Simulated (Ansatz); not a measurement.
ZrO2:

```
Zr O
1.0
     0.00000    2.54507    2.54507
     2.54507    0.00000    2.54507
     2.54507    2.54507    0.00000
Zr O
1 2
Direct
  0.00000 0.00000 0.00000
  0.75000 0.75000 0.75000
  0.25000 0.25000 0.25000
```

Measurements of this composition are mostly on another form, of space group No. 14.

Program: Ansatz 0.2.0. Alike in all runs: task band structure; potentials or basis Ansatz PAW; no spin polarisation; cell as given; k mesh 5 × 5 × 5; smearing fermi-dirac 0.05 eV; the mesh is coarse, so values aren't converged.

**Question.** Order these runs on this cell by their pressure, lowest first.
A. level r2SCAN0; cutoff (eV) 500
B. level HSEsol; cutoff (eV) 420
C. level PBE0; cutoff (eV) 420

**Answer.** B (-8.1 GPa), A (-4.7 GPa), C (-3.0 GPa).

Caveats: all runs use coarse meshes; the PAW data sets come from PBE, with cores solved anew for the run's functional, which leaves a small shift of forces and pressure; the thresholds are loose for stress.
